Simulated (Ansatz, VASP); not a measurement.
CuO: VASP beside Ansatz

File INCAR:

```
SYSTEM = CuO
  PREC = Accurate
  ENCUT = 520
  EDIFF = 1E-6
  ISMEAR = 0
  SIGMA = 0.02
  LREAL = Auto
  LASPH = .True.
  NELM = 150
  ALGO = Normal
  ISIF = 2
  LWAVE = .False.
  LCHARG = .False.
  ISPIN = 2
  MAGMOM = 1 -1 -1 1 1 -1 -1 1 0 0 0 0 0 0 0 0
  LORBIT = 11
  LMAXMIX = 4
  NBANDS = 86
```

File KPOINTS:

```
Automatic mesh
0
Gamma
  3 6 3
  0 0 0
```

Contents of POSCAR:

```
CuO
1.0
    3.8339394260      0.0000000000      5.0580666287
    0.0000000000      3.4230000000      0.0000000000
   -5.5340605740      0.0000000000      5.0580666287
Cu O
8 8
Direct
    0.1250000000      0.2500000000      0.8750000000
    0.6250000000      0.2500000000      0.3750000000
    0.3750000000      0.7500000000      0.6250000000
    0.8750000000      0.7500000000      0.1250000000
    0.3750000000      0.7500000000      0.1250000000
    0.8750000000      0.7500000000      0.6250000000
    0.1250000000      0.2500000000      0.3750000000
    0.6250000000      0.2500000000      0.8750000000
    0.1250000000      0.4184000000      0.1250000000
    0.6250000000      0.4184000000      0.6250000000
    0.3750000000      0.9184000000      0.8750000000
    0.8750000000      0.9184000000      0.3750000000
    0.3750000000      0.5816000000      0.3750000000
    0.8750000000      0.5816000000      0.8750000000
    0.1250000000      0.0816000000      0.6250000000
    0.6250000000      0.0816000000      0.1250000000
```

Input for Ansatz:

```yaml
crystal:
  lattice:
    - [3.833939426, 0.0, 5.0580666287]
    - [0.0, 3.423, 0.0]
    - [-5.534060574, 0.0, 5.0580666287]
  atoms:
    - { symbol: Cu, position: [0.125, 0.25, 0.875], spin: 1.0 }
    - { symbol: Cu, position: [0.625, 0.25, 0.375], spin: -1.0 }
    - { symbol: Cu, position: [0.375, 0.75, 0.625], spin: -1.0 }
    - { symbol: Cu, position: [0.875, 0.75, 0.125], spin: 1.0 }
    - { symbol: Cu, position: [0.375, 0.75, 0.125], spin: 1.0 }
    - { symbol: Cu, position: [0.875, 0.75, 0.625], spin: -1.0 }
    - { symbol: Cu, position: [0.125, 0.25, 0.375], spin: -1.0 }
    - { symbol: Cu, position: [0.625, 0.25, 0.875], spin: 1.0 }
    - { symbol: O, position: [0.125, 0.4184, 0.125] }
    - { symbol: O, position: [0.625, 0.4184, 0.625] }
    - { symbol: O, position: [0.375, 0.9184, 0.875] }
    - { symbol: O, position: [0.875, 0.9184, 0.375] }
    - { symbol: O, position: [0.375, 0.5816, 0.375] }
    - { symbol: O, position: [0.875, 0.5816, 0.875] }
    - { symbol: O, position: [0.125, 0.0816, 0.625] }
    - { symbol: O, position: [0.625, 0.0816, 0.125] }
magnetization:
  spin_polarized: true
scf:
  occupations: { method: gaussian, width: 0.02 }
output:
  forces: true
  stress: true
  populations: true
  write_density: true
  write_potential: true
  elf: true
  volumetric_format: npy
hamiltonian:
  xc: lda
kpoints:
  mp_grid: { grid: [3, 6, 3] }
```

Alike in both runs: task single point; functional LDA; k mesh 3 × 6 × 3; occupations gaussian, width 0.02 eV; collinear spin.

|  | VASP | Ansatz |
| --- | --- | --- |
| version | VASP 6.6.1 | Ansatz 0.2.0 |
| potentials or method | VASP PAW LDA potentials, release 64 (Cu, O) | scalar-relativistic, plane waves, PAW |
| plane-wave cutoff (eV) | 520 | 420 |
| valence electrons in the cell | 136 | 200 |

```csv
,VASP,Ansatz,Ansatz less VASP
gap on the k mesh at the Fermi level (eV),none,none,-
pressure (GPa),-8.9,-9.6,-0.75
largest component of the traceless stress (GPa),3.50,3.95,+0.452
rms of the force components (eV/Å),0.166,0.183,+0.0167
net moment per atom (μB),0.00,0.00,0.000
size of the moment on the site where the two differ most (μB),0.11,0.17,+0.059
```

Site moments also hang on the region over which each program counts them. Atom by atom the forces differ by 0.018 eV/Å (rms over components). A gap of «none» marks a metal or a gap that the smearing closes. The two sets of potentials don't hold the same shells in valence.

Caveats: semilocal functionals often make such compounds metallic where correlation or magnetic order opens a gap, which also shifts bond lengths. With open d or f shells a metallic result of LDA can be an artefact of self-interaction; +U or a hybrid may open a gap.
